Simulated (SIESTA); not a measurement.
Crystal: BaF2 (Frankdicksonite).

```
CELL_PARAMETERS angstrom
0.00000 3.10005 3.10005
3.10005 0.00000 3.10005
3.10005 3.10005 0.00000
ATOMIC_POSITIONS crystal
Ba 0.00000 0.00000 0.00000
F 0.75000 0.75000 0.75000
F 0.25000 0.25000 0.25000
```

Base run:

- Program: SIESTA 5.4.2
- Functional: RPBE
- Potentials or basis: PseudoDojo 0.4 standard (PBE files)
- Basis: DZP (energy shift 0.003 Ry; two zetas on semicore shells; d shell added on Ba)
- Grid cutoff: 800 Ry
- Energy shift: 0.003 Ry
- k mesh: 8 × 8 × 8
- Occupations: fermi-dirac, width 0.05 eV
- Spin: no spin polarisation

Its results: band gap on the k mesh 7.05 eV, indirect (least direct gap 7.10 eV); pressure 4.7 GPa.

Q: The run is repeated on the same cell with these changes: functional from RPBE to BLYP. What comes out?

A: Band gap on the k mesh 6.84 eV, indirect (least direct gap 6.90 eV); pressure 4.2 GPa.

Caveats: this set's barium file shifts pressures by up to 1 GPa against other sets; the potentials were made for another functional, which shifts forces and pressure; spin-orbit coupling is left out, which moves the levels of the heavy elements; the basis of atomic orbitals isn't converged, which shifts pressures, moduli and gaps.
